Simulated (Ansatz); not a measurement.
# ZrB: one candidate of a structure search, part 1 of 2

Aim: relax a trial structure of ZrB and see where it ends.

Method: DFT PBE, scalar-relativistic, plane waves, PAW, in Ansatz 0.2.0.

**1. The starting structure**

The structure is cubic, space group F-43m (No. 216). The conventional cell has a = 5.424 Å, b = 5.424 Å, c = 5.424 Å, α = 90.00°, β = 90.00°, γ = 90.00°. Zr (site symmetry -43m) is surrounded by 4 B at 2.35 Å. B (site symmetry -43m) is surrounded by 4 Zr at 2.35 Å.

As a file:

```cif
data_structure
_symmetry_space_group_name_H-M 'F-43m'
_symmetry_Int_Tables_number 216
_cell_length_a 5.4237
_cell_length_b 5.4237
_cell_length_c 5.4237
_cell_angle_alpha 90.000
_cell_angle_beta 90.000
_cell_angle_gamma 90.000
_cell_volume 159.55
loop_
_atom_site_label
_atom_site_type_symbol
_atom_site_symmetry_multiplicity
_atom_site_Wyckoff_symbol
_atom_site_fract_x
_atom_site_fract_y
_atom_site_fract_z
_atom_site_occupancy
Zr1 Zr 4 c 0.25000 0.25000 0.25000 1
B1 B 4 a 0.00000 0.00000 0.00000 1
```

Recipe of the guess: ordered superstructure of diamond (F-43m, No. 216). Its size is a rough estimate.

**2. Probe: one point on a coarse mesh**

Contents of input.yaml:

```yaml
crystal:
  lattice:
    - [0.0, 2.71185098, 2.71185098]
    - [2.71185098, 0.0, 2.71185098]
    - [2.71185098, 2.71185098, 0.0]
  atoms:
    - { symbol: Zr, position: [0.75, 0.75, 0.75] }
    - { symbol: B, position: [0.0, 0.0, 0.0] }
basis:
  ecutwfc: 420
kpoints:
  mp_grid: { grid: [6, 6, 6] }
hamiltonian:
  xc: pbe
scf:
  occupations: { method: gaussian, width: 0.1 }
  lower_state_search: "off"
output:
  forces: true
  stress: true
  eigenvalues: true
```

Launch:

```bash
> ansatz run input.yaml --threads 1 --pin off --max-ram 2048MiB --backend cpu --events-out ev --progress --plain --runs-dir out
```

The program printed (excerpt; [...] marks lines left out):

```text
[...]
SCF converged after 6 iterations
Free energy (F): -4338.660372 eV
[...]
E sigma→0 (E₀):  -4338.651610 eV
Entropy (-TS):   -0.017524 eV (-8.762 meV/atom)
Fermi energy:    8.299898 eV
[...]
--- Forces (eV/Å), atoms counted from 1 ---
  atom   1  Zr     0.00000000    -0.00000000     0.00000000
  atom   2  B     -0.00000000     0.00000000     0.00000000
[...]
--- Stress (GPa, compression-positive) ---
       -6.262459      -0.000000      -0.000000
        0.000000      -6.262459       0.000000
       -0.000000       0.000000      -6.262459
  P = ⅓ Tr σ = -6.2625 GPa (-62.625 kbar)
--- Band table (eV; the first three rows and the last of 16) ---
  k-point 0: bands = ["-40.0456", "-18.0002", "-18.0002", "-18.0002", "1.1862", "7.0711", "7.0711", "7.0711", "10.8724", "10.8724", "13.5447", "16.6766"]
[...]
```

Wall time 1.1 s (1 thread of Arm Neoverse V1, shared host); peak memory 0.28 GiB.

From the probe: pressure -6.3 GPa, largest force 0.00 eV/Å, gap on this mesh none (metal). A cheap, loose relaxation comes first.

**3. Coarse relaxation**

input.yaml, as its differences from that of step 2:

```diff
@@ -21 +21,6 @@
   eigenvalues: true
+relax:
+  adjacent_minimum: "off"
+  f_tol: 0.04
+  max_steps: 70
+  cell: { stress_tol: 0.4 }
```

Launch:

```bash
> ansatz run input.yaml --threads 1 --pin off --max-ram 2048MiB --backend cpu --events-out ev --progress --plain --runs-dir out
```

The program printed:

```text
Warning: RAYON_NUM_THREADS=1 ignored (pool sized by the plan → 1); use --threads N
Engine: ansatz 0.2.0, aarch64-unknown-linux-gnu
Pseudopotentials: kind: paw
Pseudopotential: Zr, paw, valence charge 12, recommended cutoff 420 eV (normal), Zr.paw.azcp
Pseudopotential: B, paw, valence charge 3, recommended cutoff 420 eV (normal), B.paw.azcp
Functional definition: PBE
  parameter kappa = 0.804
  parameter beta = 0.06672455060314922
  exchange = pbe_x(kappa = kappa, mu = beta*pi^2/3)
  correlation = pbe_c(beta = beta)
Crystal: 2 atoms, lattice volume = 39.887 Å³
Basis set: ecut = 420 eV, 749 PW (Γ), exchange–correlation on 54×54×54 points (8 copies of the dense FFT grid, shifted against one another)
Bands: 12, of which v1, the nominal top of the filled ones, is band 8 counted from 1 (7 counted from 0)
Symmetry: 24 space group operations
Space group: F-43m (ITA 216), of the structure as read, at distance tolerance 3.4e-5 Å
k-points: 16 of 216 (time reversal used)
Non-local potential: Zr, projectors of the file, l = 0: 3, l = 1: 2, l = 2: 2, l = 3: 2
Non-local potential: B, projectors of the file, l = 0: 2, l = 1: 2, l = 2: 1
PAW form: soft (Blöchl's): semilocal exchange-correlation on the pseudo side does not see the compensation charge
PAW one-centre angular grid: Zr, 590 points (default); XC on 64 Gauss nodes
PAW one-centre angular grid: B, 110 points (default); XC on 64 Gauss nodes
Initial density: superposition of atomic densities (neutral atoms: chi_scale 0, normalization atom), corrected by the library's trained network
Initial wavefunctions: pseudopotential atomic-orbital guess
Functional: x = pbe(κ = 0.804, μ = 0.2195149727645171), c = pbe(β = 0.06672455060314922)
SCF iter   1: F=—  HF=-4338.660676 eV  |F-HF|=—  |Δ(HF+E_count)|=         —  Δρ=2.29e-3  dr2=2.28e-3  ethr=1.77e-3  ⟨swp⟩=4.8  Hψ=967  notcnv=0
preconditioner: auto → Kerker (q_TF=auto, 2.318 Å⁻¹)  [metal: Δε(μ)=0.063 eV  Ē_g=5.823 eV  σ=0.100 eV  W_gap=0.34  n_scr=14 (ndim 8)  ℏωp=15.6 eV  f_vac=0.000  D(μ)=3.43/eV (n_scr^D=50)]
SCF iter   2: F=—  HF=-4338.660363 eV  |F-HF|=—  |Δ(HF+E_count)|=   3.13e-4  Δρ=1.25e-3  dr2=6.26e-4  ethr=1.52e-5  ⟨swp⟩=2.6  Hψ=424  notcnv=0
SCF iter   3: F=—  HF=-4338.660369 eV  |F-HF|=—  |Δ(HF+E_count)|=   6.36e-6  Δρ=2.81e-4  dr2=5.04e-5  ethr=4.17e-6  ⟨swp⟩=2.6  Hψ=275  notcnv=0
SCF iter   4: F=—  HF=-4338.660371 eV  |F-HF|=—  |Δ(HF+E_count)|=   2.33e-6  Δρ=7.82e-5  dr2=3.67e-6  ethr=3.36e-7  ⟨swp⟩=2.3  Hψ=261  notcnv=0
SCF iter   5: F=—  HF=-4338.660372 eV  |F-HF|=—  |Δ(HF+E_count)|=   6.63e-7  Δρ=1.90e-5  dr2=2.12e-7  ethr=2.45e-8  ⟨swp⟩=1.1  Hψ=198  notcnv=0
SCF iter   6: F=-4338.660372 eV  HF=-4338.660372 eV  |F-HF|=8.73e-11  |Δ(HF+E_count)|=   6.16e-8  Δρ=3.44e-6  dr2=6.41e-9  ethr=6.67e-10  ⟨swp⟩=4.4  Hψ=673  notcnv=0
SCF 1 converged in 6 iterations: F = -4338.660372 eV  dr2 = 6.41e-9
relax step   1: F+E_penalty+E_count = -4338.66037203 eV  Δ(F+E_penalty+E_count) = +0.000e0 eV  max|allowed force component| = 2.498e-16 eV/Å  Δτ_max = 0.0000 Å  P = -6.262 GPa  Ω = 39.887 Å³  (6 SCF iters, dr2 threshold 1.00e-7 eV, accepted)
Crystal: 2 atoms, lattice volume = 35.845 Å³
Basis set: ecut = 420 eV, 725 PW (Γ), exchange–correlation on 54×54×54 points (8 copies of the dense FFT grid, shifted against one another)
Initial density: handed on by an earlier stage of this run
Initial wavefunctions: those handed on with the density
iter 1 solved again at ethr=4.73e-4 eV; its pass at ethr=3.10e-3 eV (dr2=7.09e-2 eV) is discarded
SCF iter   1: F=—  HF=-4338.725781 eV  |F-HF|=—  |Δ(HF+E_count)|=         —  Δρ=1.09e-2  dr2=7.38e-2  ethr=4.73e-4  ⟨swp⟩=1.0  Hψ=1375  notcnv=0
preconditioner: auto → none  [metal: Δε(μ)=0.022 eV  Ē_g=6.370 eV  σ=0.100 eV  W_gap=0.13  n_scr=8 (ndim 8)  ℏωp=16.4 eV  f_vac=0.000  D(μ)=3.97/eV (n_scr^D=58)]
SCF iter   2: F=—  HF=-4338.707817 eV  |F-HF|=—  |Δ(HF+E_count)|=   1.80e-2  Δρ=3.13e-3  dr2=5.18e-3  ethr=4.73e-4  ⟨swp⟩=2.1  Hψ=283  notcnv=0
SCF iter   3: F=—  HF=-4338.706585 eV  |F-HF|=—  |Δ(HF+E_count)|=   1.23e-3  Δρ=5.27e-4  dr2=6.94e-5  ethr=3.46e-5  ⟨swp⟩=2.0  Hψ=242  notcnv=0
SCF iter   4: F=—  HF=-4338.706604 eV  |F-HF|=—  |Δ(HF+E_count)|=   1.92e-5  Δρ=3.96e-5  dr2=3.84e-7  ethr=4.63e-7  ⟨swp⟩=2.2  Hψ=274  notcnv=0
iter 5 did not close the SCF: its close was put off for the readings that it lacked (scf_convergence_deferred on its scf_iter line)
SCF iter   5: F=-4338.706604 eV  HF=-4338.706604 eV  |F-HF|=4.98e-9  |Δ(HF+E_count)|=   5.08e-8  Δρ=9.96e-6  dr2=1.03e-8  ethr=2.56e-9  ⟨swp⟩=2.1  Hψ=290  notcnv=0
SCF iter   6: F=-4338.706604 eV  HF=-4338.706604 eV  |F-HF|=8.34e-10  |Δ(HF+E_count)|=   7.70e-9  Δρ=1.46e-6  dr2=1.05e-9  ethr=6.88e-11  ⟨swp⟩=2.1  Hψ=629  notcnv=0
the search or the solves at the SCF's close seem to have found levels that the self-consistency loop had missed (the run counts 1). By its estimate they hold under 1e-12 electrons; where the run keeps them, the occupations were computed again with them
SCF 2 converged in 6 iterations: F = -4338.706604 eV  dr2 = 1.05e-9
relax step   2: F+E_penalty+E_count = -4338.70660374 eV  Δ(F+E_penalty+E_count) = -4.623e-2 eV  max|allowed force component| = 9.830e-17 eV/Å  Δτ_max = 0.0000 Å  P = +3.536 GPa  Ω = 35.845 Å³  energy of the carried Pulay correction = +1.560e-3 eV  (6 SCF iters, dr2 threshold 2.00e-7 eV, accepted)
Crystal: 2 atoms, lattice volume = 37.205 Å³
iter 1 solved again at ethr=6.55e-5 eV; its pass at ethr=3.10e-3 eV (dr2=9.82e-3 eV) is discarded
SCF iter   1: F=—  HF=-4338.721860 eV  |F-HF|=—  |Δ(HF+E_count)|=         —  Δρ=3.94e-3  dr2=1.02e-2  ethr=6.55e-5  ⟨swp⟩=1.0  Hψ=1349  notcnv=0
preconditioner: auto → none  [metal: Δε(μ)=0.083 eV  Ē_g=6.116 eV  σ=0.100 eV  W_gap=0.44  n_scr=8 (ndim 8)  ℏωp=16.1 eV  f_vac=0.000  D(μ)=3.37/eV (n_scr^D=50)]
SCF iter   2: F=—  HF=-4338.719401 eV  |F-HF|=—  |Δ(HF+E_count)|=   2.46e-3  Δρ=1.14e-3  dr2=7.25e-4  ethr=6.55e-5  ⟨swp⟩=2.2  Hψ=236  notcnv=0
SCF iter   3: F=—  HF=-4338.719235 eV  |F-HF|=—  |Δ(HF+E_count)|=   1.65e-4  Δρ=1.91e-4  dr2=9.33e-6  ethr=4.84e-6  ⟨swp⟩=2.0  Hψ=242  notcnv=0
SCF iter   4: F=—  HF=-4338.719241 eV  |F-HF|=—  |Δ(HF+E_count)|=   5.89e-6  Δρ=1.22e-5  dr2=4.15e-8  ethr=6.22e-8  ⟨swp⟩=1.6  Hψ=237  notcnv=0
iter 5 did not close the SCF: its close was put off for the readings that it lacked (scf_convergence_deferred on its scf_iter line)
SCF iter   5: F=-4338.719241 eV  HF=-4338.719241 eV  |F-HF|=9.32e-10  |Δ(HF+E_count)|=   5.17e-9  Δρ=3.45e-6  dr2=1.25e-9  ethr=2.77e-10  ⟨swp⟩=2.1  Hψ=314  notcnv=0
SCF iter   6: F=-4338.719241 eV  HF=-4338.719241 eV  |F-HF|=6.46e-11  |Δ(HF+E_count)|=   1.11e-9  Δρ=5.08e-7  dr2=1.10e-10  ethr=8.36e-12  ⟨swp⟩=1.0  Hψ=567  notcnv=0
SCF 3 converged in 6 iterations: F = -4338.719241 eV  dr2 = 1.10e-10
relax step   3: F+E_penalty+E_count = -4338.71924124 eV  Δ(F+E_penalty+E_count) = -1.264e-2 eV  max|allowed force component| = 1.758e-16 eV/Å  Δτ_max = 0.0000 Å  P = -0.323 GPa  Ω = 37.205 Å³  energy of the carried Pulay correction = +1.016e-3 eV  (6 SCF iters, dr2 threshold 2.00e-7 eV, accepted)
Initial wavefunctions: pseudopotential atomic-orbital guess (no wavefunctions were taken with the density)
iter 1 solved again at ethr=4.65e-8 eV; its pass at ethr=3.10e-3 eV (dr2=6.98e-6 eV) is discarded
SCF iter   1: F=—  HF=-4338.718423 eV  |F-HF|=—  |Δ(HF+E_count)|=         —  Δρ=8.84e-5  dr2=3.48e-7  ethr=4.65e-8  ⟨swp⟩=3.1  Hψ=1585  notcnv=0
preconditioner: auto → none  [metal: Δε(μ)=0.069 eV  Ē_g=6.136 eV  σ=0.100 eV  W_gap=0.37  n_scr=8 (ndim 8)  ℏωp=16.1 eV  f_vac=0.000  D(μ)=3.57/eV (n_scr^D=58)]
SCF iter   2: F=—  HF=-4338.718430 eV  |F-HF|=—  |Δ(HF+E_count)|=   6.25e-6  Δρ=4.46e-5  dr2=7.31e-8  ethr=2.32e-9  ⟨swp⟩=2.1  Hψ=250  notcnv=0
iter 3 did not close the SCF: its close was put off for the readings that it lacked (scf_convergence_deferred on its scf_iter line)
SCF iter   3: F=-4338.718430 eV  HF=-4338.718430 eV  |F-HF|=8.97e-9  |Δ(HF+E_count)|=   6.27e-7  Δρ=5.01e-6  dr2=1.04e-9  ethr=4.88e-10  ⟨swp⟩=2.4  Hψ=281  notcnv=0
iter 4 did not close the SCF: its close was put off for the readings that it lacked (scf_convergence_deferred on its scf_iter line)
SCF iter   4: F=-4338.718430 eV  HF=-4338.718430 eV  |F-HF|=4.00e-11  |Δ(HF+E_count)|=   9.21e-9  Δρ=4.09e-7  dr2=2.01e-11  ethr=6.96e-12  ⟨swp⟩=2.4  Hψ=279  notcnv=0
iter 5 did not close the SCF: its close was put off for the readings that it lacked (scf_convergence_deferred on its scf_iter line)
SCF iter   5: F=-4338.718430 eV  HF=-4338.718430 eV  |F-HF|=9.09e-13  |Δ(HF+E_count)|=  4.27e-11  Δρ=6.01e-8  dr2=1.35e-12  ethr=1.00e-12  ⟨swp⟩=1.0  Hψ=192  notcnv=0
SCF iter   6: F=-4338.718430 eV  HF=-4338.718430 eV  |F-HF|=1.82e-12  |Δ(HF+E_count)|=  9.09e-13  Δρ=6.48e-9  dr2=6.50e-15  ethr=1.00e-12  ⟨swp⟩=2.0  Hψ=498  notcnv=0
SCF 4 converged in 6 iterations: F = -4338.718430 eV  dr2 = 6.50e-15
relax step   4: F+E_penalty+E_count = -4338.71843022 eV  Δ(F+E_penalty+E_count) = +8.110e-4 eV  max|allowed force component| = 1.538e-16 eV/Å  Δτ_max = 0.0000 Å  P = -0.349 GPa  Ω = 37.205 Å³  stress off target by 3.49e-1 GPa  SCF on the basis re-selected at this cell (its energy is not comparable with the rows above)  (6 SCF iters)
basis re-selected at this cell: Δ(F+E_penalty+E_count) = +8.110e-4 eV, ΔP = -0.026 GPa vs the last step (what re-selecting the basis moved, of the pressure what is left beyond the Pulay correction that the steps carried, after the strain that the cell walked since its last selection, with what the two solves' SCF thresholds leave and, on support functions, any second-order correction that the steps lacked; it is no measure of the basis error at this ecutwfc). This SCF's stress stands 3.49e-1 GPa from its target on what of the cell is left free (relax.cell.stress_tol is 4.00e-1 GPa) and its largest allowed force component is 1.54e-16 eV/Å (relax.f_tol is 4.00e-2 eV/Å): within both
SCF converged after 6 iterations
Free energy (F): -4338.718430 eV
Harris-Foulkes:  -4338.718430 eV  (|F-HF|=1.82e-12)
Internal energy: -4338.700603 eV  (E = F + TS)
E sigma→0 (E₀):  -4338.709516 eV
Entropy (-TS):   -0.017828 eV (-8.914 meV/atom)
Fermi energy:    9.115779 eV
--- Per-component energies (eV) ---
  E_band       = -133.968471
  E_kinetic    = 377.072616
  E_local      = -811.557087  (includes V_loc(G=0)·N_el)
  E_nonlocal   = 93.582161
  E_hartree    = 258.281672
  E_xc         = -191.993651
  E_vxc        = -226.629831  (∫ρ·V_xc dr)
  E_paw        = -3032.584630  (= ΣΔE_a)
  E_vpaw       = -82.999695  (= ΣTr[D̂ρ^β])
  E_aug_tail   = 0.000021  (compensation charges beyond the density's cutoff)
  E_ewald      = -1031.501705
  E_smearing   = -0.017828  (= −TS)
  E_closure    = 0.000000  (closes the sum)
  Σ components = -4338.718430   (vs F -4338.718430, Δ=0.00e0)
--- Forces (eV/Å), atoms counted from 1 ---
  atom   1  Zr    -0.00000000    -0.00000000    -0.00000000
  atom   2  B     -0.00000000     0.00000000     0.00000000
  max |Σ_I F_I| component: 1.18e-16 eV/Å
--- Stress (GPa, compression-positive) ---
       -0.348877      -0.000000      -0.000000
       -0.000000      -0.348877      -0.000000
       -0.000000       0.000000      -0.348877
  P = ⅓ Tr σ = -0.3489 GPa (-3.489 kbar)
--- Band table (eV; the first three rows and the last of 16) ---
  k-point 0: bands = ["-39.0041", "-16.9663", "-16.9663", "-16.9663", "1.8207", "7.7584", "7.7584", "7.7584", "11.8523", "11.8523", "14.6678", "17.9145"]
  k-point 1: bands = ["-38.9989", "-17.0323", "-16.9761", "-16.9761", "2.2374", "7.4452", "7.9547", "7.9547", "11.6798", "11.6798", "15.3682", "17.3657"]
  k-point 2: bands = ["-38.9884", "-17.1616", "-16.9957", "-16.9957", "3.1181", "7.1927", "8.2269", "8.2269", "11.9124", "11.9124", "14.3042", "17.0160"]
  k-point 15: bands = ["-38.9763", "-17.1784", "-17.1001", "-17.0667", "4.2168", "6.8079", "9.0534", "9.5594", "10.1999", "12.2072", "13.3206", "14.3183"]
--- Relaxed structure (3 steps of the walk, 3 accepted, 1 SCFs on fresh bases) ---
  F+E_penalty+E_count = -4338.71843022 eV   max|allowed force component| = 1.538e-16 eV/Å   (the final SCF, on the basis selected at the relaxed cell)
  cell:  # Å, volume = 37.2052 Å³
    - [5.095372032895593e-34, 2.649667499788756, 2.649667499788756]
    - [2.649667499788756, 4.178205066974382e-33, 2.649667499788756]
    - [2.649667499788756, 2.649667499788756, 1.2228892878949417e-32]
  atoms:
    - { symbol: Zr, position: [0.75, 0.75, 0.75] }
    - { symbol: B, position: [9.469202443108853e-35, -5.681521465865313e-34, -6.154981588020754e-34] }
```

It took 5.2 s on 1 thread of Arm Neoverse V1, shared host; peak memory 0.29 GiB.

Step by step:

| step | E - E(step 1) (eV/cell) | largest force component (eV/Å) | pressure (GPa) | volume (Å³) |
| --- | --- | --- | --- | --- |
| 1 | 0.0000 | 0.0000 | -6.26 | 39.89 |
| 2 | -0.0462 | 0.0000 | 3.54 | 35.84 |
| 3 | -0.0589 | 0.0000 | -0.32 | 37.21 |
| 4 | -0.0581 | 0.0000 | -0.35 | 37.21 |

Step 1 is the start. Step 4 repeats the geometry before it on a plane-wave basis chosen anew for that cell, so its energy need not be comparable with the rows above.

Lengths and angles in the start's conventional setting:

|  | before | after | change |
| --- | --- | --- | --- |
| a (Å) | 5.424 | 5.299 | -2.3 % |
| b (Å) | 5.424 | 5.299 | -2.3 % |
| c (Å) | 5.424 | 5.299 | -2.3 % |
| volume (Å³/atom) | 19.94 | 18.60 | -6.7 % |
| shortest distance (Å) | 2.349 | 2.295 | -2.3 % |
| space group (0.01 Å) | F-43m | F-43m | same |

Forces and stress were held to the start's 24 operations: a distortion of lower symmetry was not tested.

**4. Spin check on a coarse mesh**

Contents of input.yaml:

```yaml
crystal:
  lattice:
    - [0.0, 2.6496674998, 2.6496674998]
    - [2.6496674998, 0.0, 2.6496674998]
    - [2.6496674998, 2.6496674998, 0.0]
  atoms:
    - { symbol: Zr, position: [0.25, 0.25, 0.25], spin: 1.0 }
    - { symbol: B, position: [0.0, 0.0, 0.0] }
basis:
  ecutwfc: 420
kpoints:
  mp_grid: { grid: [6, 6, 6] }
hamiltonian:
  xc: pbe
scf:
  occupations: { method: gaussian, width: 0.1 }
  lower_state_search: "off"
output:
  forces: true
  stress: true
  eigenvalues: true
  populations: true
magnetization:
  spin_polarized: true
```

Launch:

```bash
> ansatz run input.yaml --threads 1 --pin off --max-ram 2048MiB --backend cpu --events-out ev --progress --plain --runs-dir out
```

The program printed (excerpt; [...] marks lines left out):

```text
[...]
SCF converged after 19 iterations
Magnetization: 0.0001 μB (7.5000 up, 7.5000 down)
Absolute magnetization: 0.0001 μB (∫|ρ↑−ρ↓|, with the PAW one-centre terms)
Spin contamination: 0.0000 ħ² per cell (⟨S²⟩ above its minimum at these occupations)
Per-site moments (μB) at R_I (Å): [(1.314618265937945e-5, 0.9465552386436298), (2.887706411629625e-5, 0.9465552386436298)]
Free energy (F): -4338.718430 eV
[...]
E sigma→0 (E₀):  -4338.709516 eV
Entropy (-TS):   -0.017828 eV (-8.914 meV/atom)
Fermi energy:    9.115777 eV
[...]
--- Forces (eV/Å), atoms counted from 1 ---
  atom   1  Zr    -0.00000000     0.00000000    -0.00000000
  atom   2  B      0.00000000    -0.00000000    -0.00000000
[...]
--- Stress (GPa, compression-positive) ---
       -0.348882       0.000000      -0.000000
        0.000000      -0.348882       0.000000
       -0.000000       0.000000      -0.348882
  P = ⅓ Tr σ = -0.3489 GPa (-3.489 kbar)
--- Band table (eV; the first three rows and the last of 32) ---
  k-point 0 ↑: bands = ["-39.0041", "-16.9663", "-16.9663", "-16.9663", "1.8207", "7.7584", "7.7584", "7.7584", "11.8523", "11.8523", "14.6678", "17.9144"]
[...]
--- Löwdin populations: 2 sites ---
  site symbol       q [e]    m [muB]
     0     Zr     11.2596     0.0000
     1      B      3.7150     0.0000
  spilling = 0.001697 (of n_electrons = 15.000000)
```

It took 4.7 s on 1 thread of Arm Neoverse V1, shared host; peak memory 0.28 GiB.

Site by site:

```
atom  Löwdin electrons
 Zr1             11.26
  B2              3.71
```

The same cell is solved with trial moments on Zr. The largest site moment that stays is 0.00 μB and the cell's total 0.00 μB. The workflow keeps spin only above 0.25 μB on a site, so the next run goes without spin.

(Continued in part 2 of 2.)
